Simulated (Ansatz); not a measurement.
Something may be wrong with this Ansatz 0.2.0 calculation of TiO2.

input.yaml

```yaml
crystal:
  lattice:
    - [4.54534955, 0.0, 0.0]
    - [0.0, 5.51961944, 0.0]
    - [0.0, 0.0, 4.90919686]
  atoms:
    - { symbol: TIx, position: [0.0, 0.17299093, 0.75] }
    - { symbol: Ti, position: [0.5, 0.32700907, 0.25] }
    - { symbol: Ti, position: [0.0, 0.82700907, 0.25] }
    - { symbol: Ti, position: [0.5, 0.67299093, 0.75] }
    - { symbol: O, position: [0.27145062, 0.38172464, 0.91864908] }
    - { symbol: O, position: [0.77145062, 0.11827536, 0.08135092] }
    - { symbol: O, position: [0.22854938, 0.11827536, 0.41864908] }
    - { symbol: O, position: [0.72854938, 0.38172464, 0.58135092] }
    - { symbol: O, position: [0.27145062, 0.61827536, 0.41864908] }
    - { symbol: O, position: [0.77145062, 0.88172464, 0.58135092] }
    - { symbol: O, position: [0.22854938, 0.88172464, 0.91864908] }
    - { symbol: O, position: [0.72854938, 0.61827536, 0.08135092] }
hamiltonian:
  xc: pbe
  pseudopotentials: { kind: paw }
kpoints:
  mp_grid: { grid: [6, 5, 6] }
scf:
  occupations: { method: fermi_dirac, width: 0.05 }
  n_extra_bands: 30
  max_iter: 75
output:
  forces: true
  stress: true
  eigenvalues: true
  dos: { projected: true, de: 0.05, nscf_kmesh: { grid: [9, 8, 9] } }
```

Potentials or basis: Ansatz PAW.

Run with:

```console
$ ansatz run input.yaml --threads 4 --pin off --max-ram 11264MiB --backend cpu --events-out ev --progress --plain --runs-dir out
```

Output:

```text
Error: YAML parse error: error: line 7 column 17: `TIx` is not an element symbol (H … Og, case-exact)
 --> <input>:7:17
  |
5 |     - [0.0, 0.0, 4.90919686]
6 |   atoms:
7 |     - { symbol: TIx, position: [0.0, 0.17299093, 0.75] }
  |                 ^ `TIx` is not an element symbol (H … Og, case-exact)
8 |     - { symbol: Ti, position: [0.5, 0.32700907, 0.25] }
9 |     - { symbol: Ti, position: [0.0, 0.82700907, 0.25] }
  |
```

Problem. What happened, and what is wrong with the input?

Solution. The program refused the input. The input holds a flaw that was put in on purpose: an unknown element (crystal.atoms[0].symbol = TIx).

A sound run on the same cell differs in these lines of the main input:
```diff
@@ -7 +7 @@
-    - { symbol: TIx, position: [0.0, 0.17299093, 0.75] }
+    - { symbol: Ti, position: [0.0, 0.17299093, 0.75] }
@@ -27 +26,0 @@
-  max_iter: 75
```
